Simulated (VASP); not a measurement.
# PbSe (Clausthalite) (Fm-3m) in VASP: further runs

The runs below take PbSe (Clausthalite) through single point, with r2SCAN.

Program: VASP 6.6.1. These are calculated values, not measurements. Logs are shortened: lines on timing, memory, paths and dates and some standing lists are left out, and cuts for length are marked.

**Experimental background.**

A printed reference work, monograph reports, for a bulk crystal of PbSe at 300 K: band gap 0.28 eV (direct).

The runs below are set against these values where they give the same quantity.

## 1. The cell of the first run

The structure is cubic, space group Fm-3m (No. 225). The conventional cell has a = 6.202 Å, b = 6.202 Å, c = 6.202 Å, α = 90.00°, β = 90.00°, γ = 90.00°. Within 4.1 Å of Pb (site symmetry m-3m) lie 6 Se at 3.10 Å. Se (site symmetry m-3m) has 6 Pb at 3.10 Å within 4.1 Å.

## 2. Single point, r2SCAN

POSCAR

```
PbSe
1.0
    0.0000000000      3.1009263293      3.1009263293
    3.1009263293      0.0000000000      3.1009263293
    3.1009263293      3.1009263293      0.0000000000
Pb Se
1 1
Direct
    0.0000000000      0.0000000000      0.0000000000
    0.5000000000      0.5000000000      0.5000000000
```

INCAR.step1

```
SYSTEM = PbSe
ALGO = Normal ; EDIFF = 1E-4
ENCUT = 520 ; GGA = PE
ISMEAR = 0 ; LASPH = .True.
LCHARG = .False. ; LREAL = .False.
LWAVE = .True. ; NBANDS = 17
NELM = 60 ; PREC = Accurate
SIGMA = 0.01
```

INCAR.step2

```
SYSTEM = PbSe
ALGO = Normal ; EDIFF = 1E-7
ENCUT = 520 ; ISIF = 2
ISMEAR = 0 ; ISTART = 1
LASPH = .True. ; LCHARG = .False.
LMIXTAU = .True. ; LREAL = .False.
LWAVE = .False. ; METAGGA = R2SCAN
NBANDS = 17 ; NELM = 60
PREC = Accurate ; SIGMA = 0.01
```

KPOINTS

```
k-points
0
Gamma
  6 6 6
  0 0 0
```

Potentials or basis: VASP PAW PBE potentials, release 64 (Pb_d, Se).

On the command line:

```bash
> cat potpaw_PBE.64/Pb_d/POTCAR potpaw_PBE.64/Se/POTCAR > POTCAR
> cp INCAR.step1 INCAR
> mpirun -np 1 vasp_std > vasp.out
> cp INCAR.step2 INCAR
> mpirun -np 1 vasp_std > vasp.out
```

OUTCAR:

```text
SYSTEM = PbSe
   EDIFF = 1E-7
   ENCUT = 520
   ISIF = 2
   ISMEAR = 0
   ISTART = 1
   LASPH = .True.
   LREAL = .False.
   METAGGA = R2SCAN
   NELM = 60
   PREC = Accurate

 ion  position               nearest neighbor table
   1  0.000  0.000  0.000-   2 3.10   2 3.10   2 3.10   2 3.10   2 3.10   2 3.10
   2  0.500  0.500  0.500-   1 3.10   1 3.10   1 3.10   1 3.10   1 3.10   1 3.10

  LATTYP: Found a face centered cubic cell.
 ALAT       =     6.2018526586

  Lattice vectors:

 A1 = (   0.0000000000,   3.1009263293,   3.1009263293)
 A2 = (   3.1009263293,   0.0000000000,   3.1009263293)
 A3 = (   3.1009263293,   3.1009263293,   0.0000000000)

Analysis of symmetry for initial positions (statically):
=====================================================================
 Subroutine PRICEL returns:
 Original cell was already a primitive cell.

 Routine SETGRP: Setting up the symmetry group for a
 face centered cubic supercell.

 Subroutine GETGRP returns: Found 48 space group operations
 (whereof 48 operations were pure point group operations)
 out of a pool of 48 trial point group operations.

The static configuration has the point symmetry O_h .

Analysis of symmetry for dynamics (positions and initial velocities):
=====================================================================
 Subroutine PRICEL returns:
 Original cell was already a primitive cell.

 Routine SETGRP: Setting up the symmetry group for a
 face centered cubic supercell.

 Subroutine GETGRP returns: Found 48 space group operations
 (whereof 48 operations were pure point group operations)
 out of a pool of 48 trial point group operations.

The dynamic configuration has the point symmetry O_h .

 Subroutine INISYM returns: Found 48 space group operations
 (whereof 48 operations are pure point group operations),
 and found     1 'primitive' translations

----------------------------------------------------------------------------------------

                                     Primitive cell

  volume of cell :      59.6354

  direct lattice vectors                    reciprocal lattice vectors
     0.000000000  3.100926329  3.100926329    -0.161242141  0.161242141  0.161242141
     3.100926329  0.000000000  3.100926329     0.161242141 -0.161242141  0.161242141
     3.100926329  3.100926329  0.000000000     0.161242141  0.161242141 -0.161242141

  length of vectors
     4.385372071  4.385372071  4.385372071     0.279279580  0.279279580  0.279279580

  position of ions in fractional coordinates (direct lattice)
     0.000000000  0.000000000  0.000000000
     0.500000000  0.500000000  0.500000000

  ion indices of the primitive-cell ions
   primitive index   ion index
                 1           1
                 2           2

----------------------------------------------------------------------------------------

 KPOINTS: k-points

Automatic generation of k-mesh.
 Grid dimensions read from file:
 generate k-points for:    6    6    6

 Generating k-lattice:

  Cartesian coordinates                     Fractional coordinates (reciprocal lattice)
    -0.026873690  0.026873690  0.026873690     0.166666667  0.000000000  0.000000000
     0.026873690 -0.026873690  0.026873690     0.000000000  0.166666667  0.000000000
     0.026873690  0.026873690 -0.026873690     0.000000000  0.000000000  0.166666667

  Length of vectors
     0.046546597  0.046546597  0.046546597

  Shift w.r.t. Gamma in fractional coordinates (k-lattice)
     0.000000000  0.000000000  0.000000000

 Subroutine IBZKPT returns following result:
 ===========================================

 Found     16 irreducible k-points:

 Following reciprocal coordinates:
            Coordinates               Weight
  0.000000  0.000000  0.000000      1.000000
  0.166667  0.000000  0.000000      8.000000
  0.333333  0.000000  0.000000      8.000000
  0.500000  0.000000  0.000000      4.000000
  0.166667  0.166667  0.000000      6.000000
  0.333333  0.166667  0.000000     24.000000
[... 8 lines left out ...]
 -0.333333  0.333333  0.166667     24.000000
 -0.333333  0.500000  0.166667     12.000000
   k-points           NKPTS =     16   k-points in BZ     NKDIM =     16   number of bands    NBANDS=     17
   number of dos      NEDOS =    301   number of ions     NIONS =      2
   total plane-waves  NPLWV =  46656
   dimension x,y,z NGX =    36 NGY =   36 NGZ =   36
   dimension x,y,z NGXF=    72 NGYF=   72 NGZF=   72
   ions per type =               1   1
   NGX,Y,Z   is equivalent  to a cutoff of  13.65, 13.65, 13.65 a.u.
   NGXF,Y,Z  is equivalent  to a cutoff of  27.29, 27.29, 27.29 a.u.
 SYSTEM =  PbSe
   PREC   = accura    normal or accurate (medium, high low for compatibility)
   ISTART =      1    job   : 0-new  1-cont  2-samecut
   ICHARG =      0    charge: 1-file 2-atom 10-const
   ISPIN  =      1    spin polarized calculation?
   LNONCOLLINEAR =      F non collinear calculations
   LSORBIT =      F    spin-orbit coupling
   LASPH  =      T    aspherical Exc in radial PAW
   ENCUT  =  520.0 eV  38.22 Ry    6.18 a.u.   8.15  8.15  8.15*2*pi/ulx,y,z
   NELM   =     60;   NELMIN=  2; NELMDL=  0     # of ELM steps
   EDIFF  = 0.1E-06   stopping-criterion for ELM
   LREAL  =      F    real-space projection
   EDIFFG = 0.1E-05   stopping-criterion for IOM
   NSW    =      0    number of steps for IOM
   IBRION =     -1    ionic relax: 0-MD 1-quasi-New 2-CG
   NFREE  =      0    steps in history (QN), initial steepest desc. (CG)
   ISIF   =      2    stress and relaxation
   ISYM   =      2    0-nonsym 1-usesym 2-fastsym
   POTIM  = 0.5000    time-step for ionic-motion
   TEBEG  =    0.0;   TEEND  =   0.0 temperature during run
   PSTRESS=    0.0 pullay stress
   NELECT =      20.0000    total number of electrons
   NUPDOWN=      -1.0000    fix difference up-down
   EMIN   =  10.00;   EMAX   =-10.00  energy-range for DOS
   EFERMI =   0.00;   METHOD = LEGACY
   ISMEAR =     0;   SIGMA  =   0.01  broadening in eV -4-tet -1-fermi 0-gaus
   EFERMI_NEDOS =   21; number of points for ismear=-14 and -15
   IALGO  =     38    algorithm
   IMIX   =      4    mixing-type and parameters
     AMIX     =   0.40;   BMIX     =  1.00
     AMIX_MAG =   1.60;   BMIX_MAG =  1.00
  volume/ion in A,a.u.               =      29.82       201.22
  Fermi-wavevector in a.u.,A,eV,Ry     =   1.137409  2.149392 17.601851  1.293700
  Thomas-Fermi vector in A             =   2.274114
   LORBIT       =      0    0 simple, 1 ext, 2 COOP (PROOUT), +10 PAW based schemes
   METAGGA = R2SCAN    functional components
   LHFCALC =     F    Hartree Fock is set to
   AEXX    =    0.0000 exact exchange contribution
   IVDW    =     0    specifies the selected vdW correction
   LEPSILON=     F    determine dielectric tensor
   LRPA    =     F    only Hartree local field effects (RPA)
 non-spin polarized calculation
 Gauss-broadening in eV      SIGMA  =   0.01
  energy-cutoff  :      520.00
  volume of cell :       59.64
 maximum number of plane-waves:      1639
 NGX is ok and might be reduce to    36
   NGX = 17   NGY = 17   NGZ = 17

 number of electron      20.0000002 magnetization

 Free energy of the ion-electron system (eV)
  ---------------------------------------------------
  ext. energy  EPLUGINS =         0.00000000
  ---------------------------------------------------
  free energy    TOTEN  =       -71.93998951 eV

  energy without entropy =      -71.93998951  energy(sigma->0) =      -71.93998951

 E-fermi :   4.4565     XC(G=0):  -9.8754

 val. band max:        4.4009955940   @ k =   0.5000   0.0000   0.0000
 cond. band min:       5.1091246914   @ k =   0.5000   0.0000   0.0000
 fundamental gap:      0.7081290974
 Fermi energy:         4.4564548091

 k-point     1 :       0.0000    0.0000    0.0000
  band No.  band energies     occupation
      1     -12.9724      2.00000
      2     -12.9724      2.00000
      3     -12.9724      2.00000
      4     -12.9671      2.00000
      5     -12.9671      2.00000
      6      -9.3783      2.00000
[... 9 lines left out ...]
     16      11.4764      0.00000
     17      13.1185      0.00000

 k-point     2 :       0.1667    0.0000    0.0000
  band No.  band energies     occupation
      1     -12.9739      2.00000
      2     -12.9739      2.00000
      3     -12.9715      2.00000
      4     -12.9640      2.00000
      5     -12.9640      2.00000
      6      -9.1787      2.00000
[... 9 lines left out ...]
     16      12.0531      0.00000
     17      14.7467      0.00000

 k-point     3 :       0.3333    0.0000    0.0000
  band No.  band energies     occupation
      1     -12.9845      2.00000
      2     -12.9845      2.00000
      3     -12.9699      2.00000
      4     -12.9504      2.00000
      5     -12.9504      2.00000
      6      -8.6899      2.00000
[... 9 lines left out ...]
     16      13.5244      0.00000
     17      16.6218      0.00000

 k-point     4 :       0.5000    0.0000    0.0000
  band No.  band energies     occupation
      1     -12.9900      2.00000
      2     -12.9900      2.00000
      3     -12.9693      2.00000
      4     -12.9434      2.00000
      5     -12.9434      2.00000
      6      -8.3695      2.00000
[... 9 lines left out ...]
     16      15.1425      0.00000
     17      15.1425      0.00000
[... 183 lines left out ...]
      1     -13.0252      2.00000
      2     -12.9724      2.00000
      3     -12.9707      2.00000
      4     -12.9480      2.00000
      5     -12.9447      2.00000
      6      -8.3216      2.00000
[... 9 lines left out ...]
     16      15.2055      0.00000
     17      15.5620      0.00000

 k-point    15 :      -0.3333    0.3333    0.1667
  band No.  band energies     occupation
      1     -13.0333      2.00000
      2     -12.9739      2.00000
      3     -12.9608      2.00000
      4     -12.9583      2.00000
      5     -12.9390      2.00000
      6      -8.0984      2.00000
[... 9 lines left out ...]
     16      16.3507      0.00000
     17      16.4791      0.00000

 k-point    16 :      -0.3333    0.5000    0.1667
  band No.  band energies     occupation
      1     -13.0581      2.00000
      2     -12.9746      2.00000
      3     -12.9627      2.00000
      4     -12.9482      2.00000
      5     -12.9344      2.00000
      6      -8.0091      2.00000
[... 9 lines left out ...]
     16      16.5888      0.00000
     17      17.6057      0.00000

------------------------ aborting loop because EDIFF is reached ----------------------------------------

  FORCE on cell =-STRESS in cart. coord.  units (eV):
  Direction    XX          YY          ZZ          XY          YZ          ZX
  --------------------------------------------------------------------------------------
  -------------------------------------------------------------------------------------
  Total       -0.2271446     -0.2271446     -0.2271446      0.0000000      0.0000000     -0.0000000
  in kB       -6.1025128     -6.1025128     -6.1025128      0.0000000      0.0000000     -0.0000000
  external PRESSURE =      -6.1025128 kB  Pullay stress =       0.0000000 kB

 VOLUME and BASIS-vectors are now :
 -----------------------------------------------------------------------------
  energy-cutoff  :      520.00
  volume of cell :       59.64
      direct lattice vectors                 reciprocal lattice vectors
     0.000000000  3.100926329  3.100926329    -0.161242141  0.161242141  0.161242141
     3.100926329  0.000000000  3.100926329     0.161242141 -0.161242141  0.161242141
     3.100926329  3.100926329  0.000000000     0.161242141  0.161242141 -0.161242141

 POSITION                                       TOTAL-FORCE (eV/Angst)
 -----------------------------------------------------------------------------------
      0.00000      0.00000      0.00000         0.000000      0.000000      0.000000
      3.10093      3.10093      3.10093        -0.000000     -0.000000     -0.000000
 -----------------------------------------------------------------------------------
    total drift:                               -0.000000      0.000000      0.000000

  FREE ENERGIE OF THE ION-ELECTRON SYSTEM (eV)
  ---------------------------------------------------
  free  energy   TOTEN  =       -71.9399895096 eV

  energy  without entropy=      -71.9399895096  energy(sigma->0) =      -71.93998951
```

Run time: 2.4 min. Hardware: 1 thread of AMD EPYC 7R43 (Zen 3), shared host; peak memory 0.18 GiB.

Results:

```
Free energy            : -71.9400 eV
Pressure               : -0.6 GPa
Band gap on the k mesh : 0.71 eV, direct
```

Caveat: the PAW data sets were made with another functional, which shifts forces and pressure a little; spin-orbit coupling is left out, which moves the levels of the heavy elements.

## 3. Single point, r2SCAN

This run uses another cell than the first one, of 30.39 Å³/atom, 1.019 times its volume.

POSCAR

```
PbSe
1.0
    0.0000000000      3.1206779849      3.1206779849
    3.1206779849      0.0000000000      3.1206779849
    3.1206779849      3.1206779849      0.0000000000
Pb Se
1 1
Direct
    0.0000000000      0.0000000000      0.0000000000
    0.5000000000      0.5000000000      0.5000000000
```

INCAR.step1

```
SYSTEM = PbSe
PREC = Accurate ; ENCUT = 520
ISMEAR = 0 ; SIGMA = 0.01
LREAL = .False. ; LASPH = .True.
NELM = 60 ; NBANDS = 17
GGA = PE ; ALGO = Normal
EDIFF = 1E-4 ; LWAVE = .True.
LCHARG = .False.
```

INCAR.step2

```
SYSTEM = PbSe
PREC = Accurate ; ENCUT = 520
EDIFF = 1E-6 ; ISMEAR = 0
SIGMA = 0.01 ; LREAL = .False.
LASPH = .True. ; NELM = 60
ALGO = Normal ; ISIF = 2
LWAVE = .False. ; LCHARG = .False.
METAGGA = R2SCAN ; LMIXTAU = .True.
NBANDS = 17 ; ISTART = 1
```

KPOINTS

```
Automatic mesh
0
Gamma
  6 6 6
  0 0 0
```

Potentials or basis: VASP PAW PBE potentials, release 64 (Pb_d, Se).

On the command line:

```bash
> cat potpaw_PBE.64/Pb_d/POTCAR potpaw_PBE.64/Se/POTCAR > POTCAR
> cp INCAR.step1 INCAR
> mpirun -np 1 vasp_std > vasp.out
> cp INCAR.step2 INCAR
> mpirun -np 1 vasp_std > vasp.out
```

Run time: 2.2 min. Hardware: 1 thread of AMD EPYC 7R43 (Zen 3), shared host; peak memory 0.18 GiB.

Results (log left out):

```
Free energy            : -71.9327 eV
Pressure               : -1.5 GPa
Band gap on the k mesh : 0.77 eV, direct
```

Levels at points of the mesh, in eV from the valence-band top:
| k point | band 8 | band 9 | band 10 | band 11 | band 12 | band 13 |
| --- | --- | --- | --- | --- | --- | --- |
| (0.00, 0.00, 0.00) | -1.71 | -1.71 | -1.71 | 4.95 | 4.95 | 4.95 |
| (0.50, 0.00, 0.00) | -1.33 | -1.33 | 0.00 | 0.77 | 2.09 | 2.09 |
| (0.50, 0.50, 0.00) | -4.61 | -2.97 | -2.97 | 4.31 | 5.81 | 5.81 |

Caveat: the PAW data sets were made with another functional, which shifts forces and pressure a little; spin-orbit coupling is left out, which moves the levels of the heavy elements.

## 4. Against experiment

Step 2. Measured gap of PbSe: 0.28 eV (direct; 300 K; a printed reference work, monograph). This calculation gives 0.71 eV (+0.43 eV). 2 values of this kind are on record (0.15 to 0.28 eV); this one was drawn at random. Spin-orbit coupling on Pb, Se is left out. The value is that of r2SCAN on a finite k mesh, which can miss the band edges, without temperature or zero-point motion.

Step 3. Measured gap of PbSe: 0.28 eV (direct; 300 K; a printed reference work, monograph). This calculation gives 0.77 eV (+0.48 eV). 2 values of this kind are on record (0.15 to 0.28 eV); this one was drawn at random. Spin-orbit coupling on Pb, Se is left out. The value is that of r2SCAN on a finite k mesh, which can miss the band edges, without temperature or zero-point motion.
